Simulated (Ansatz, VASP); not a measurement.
**Ir: VASP beside Ansatz**

Contents of INCAR:

```
ALGO = Normal
EDIFF = 1E-7
ENCUT = 520
GGA = PS
ISIF = 2
ISMEAR = -1
LASPH = True
LCHARG = True
LELF = True
LREAL = False
LVHAR = True
LWAVE = False
NBANDS = 10
NELM = 100
PREC = Accurate
SIGMA = 0.05
```

File KPOINTS:

```
k-points
0
Gamma
  15 15 15
```

Contents of POSCAR:

```
Ir
1.0
    0.0000000000      1.9573507352      1.9573507352
    1.9573507352      0.0000000000      1.9573507352
    1.9573507352      1.9573507352      0.0000000000
Ir
1
Direct
    0.0000000000      0.0000000000      0.0000000000
```

Input for Ansatz:

```yaml
crystal:
  lattice:
    - [0.0, 1.9573507352, 1.9573507352]
    - [1.9573507352, 0.0, 1.9573507352]
    - [1.9573507352, 1.9573507352, 0.0]
  atoms:
    - { symbol: Ir, position: [0.0, 0.0, 0.0] }
kpoints:
  mp_grid: { grid: [15, 15, 15] }
  band_path:
    path:
      - [0.0, 0.0, 0.0]
      - [0.5, 0.0, 0.5]
      - [0.625, 0.25, 0.625]
      - [0.375, 0.375, 0.75]
      - [0.0, 0.0, 0.0]
      - [0.5, 0.5, 0.5]
      - [0.5, 0.25, 0.75]
      - [0.5, 0.0, 0.5]
    npoints: 5
scf:
  occupations: { method: fermi_dirac, width: 0.05 }
hamiltonian:
  xc: pbesol
  pseudopotentials: { kind: all_electron, lapw: { basis_error: 0.0005 } }
output:
  forces: true
  stress: true
  eigenvalues: true
```

Change from the starting cell: volume scaled by 1.06.

Alike in both runs: task single point; functional PBEsol; k mesh 15 × 15 × 15; occupations fermi-dirac, width 0.05 eV; no spin polarisation.

```csv
,VASP,Ansatz
version,VASP 6.6.1,Ansatz 0.2.0
potentials or method,"VASP PAW PBE potentials, release 64 (Ir)","all-electron LAPW, scalar-relativistic"
plane-wave cutoff (eV),520,see its input
```

|  | VASP | Ansatz | Ansatz less VASP |
| --- | --- | --- | --- |
| pressure (GPa) | -20.9 | -21.5 | -0.60 |

Ansatz ran all-electron here, so the differences hold the error of VASP's frozen core and of both bases.

Caveats: so large a pressure means that the cell lies far from this level's equilibrium, or that cutoff or potentials fall short (VASP); the potentials were made for another functional, which shifts forces and pressure (VASP). The runs have no spin-orbit coupling, so splittings on Ir are missing.
